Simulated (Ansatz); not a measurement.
Checking a converged run of FeGe

We look at FeGe: a test cell of our own (not relaxed), with 2 atoms per cell.

Computed with DFT, r2SCAN, norm-conserving potentials, plane waves, scalar-relativistic in Ansatz.

```yaml
crystal:
  lattice:
    - [3.016172956, 0.0, 0.0]
    - [0.0, 3.016172956, 0.0]
    - [0.0, 0.0, 3.016172956]
  atoms:
    - { symbol: Fe, position: [0.0, 0.0, 0.0], spin: 2.0 }
    - { symbol: Ge, position: [0.46334402, 0.4507515, 0.45352889], spin: 0.0 }
kpoints:
  mp_grid: { grid: [3, 3, 3], shift: [0, 0, 0] }
hamiltonian:
  xc: r2scan
  dispersion: none
  pseudopotentials: { kind: nc }
scf:
  occupations: { method: gaussian, width: "0.05 eV" }
magnetization:
  spin_polarized: true
```

Settings in force: cutoff 1225 eV, smearing width 0.05 eV; default search for lower states (repeat 4, with the cell or another key changed very slightly).

The run converged after 15 iterations in all: spin-polarised, site moments Fe1 1.95 μB, total 1.93 μB per cell.

The mesh is coarse, so energy differences (and at times their sign) aren't converged.

With one magnetic atom in the cell its copies can only be parallel; orders in a larger cell may lie lower.

Site moments are taken inside atomic spheres and don't add up to the total.

Task: Would you trust this as the ground state? If a lower solution is known, describe it.

Result: None of the other runs went lower. It is the lowest of 2 states reached by 55 converged runs, and the next lies 28.8 meV/atom higher (spin-polarised, site moments Fe1 2.68 μB, total 2.74 μB per cell). That doesn't prove a ground state. Orders that need a larger cell or non-collinear spins weren't tried. No run without spin polarisation was made.
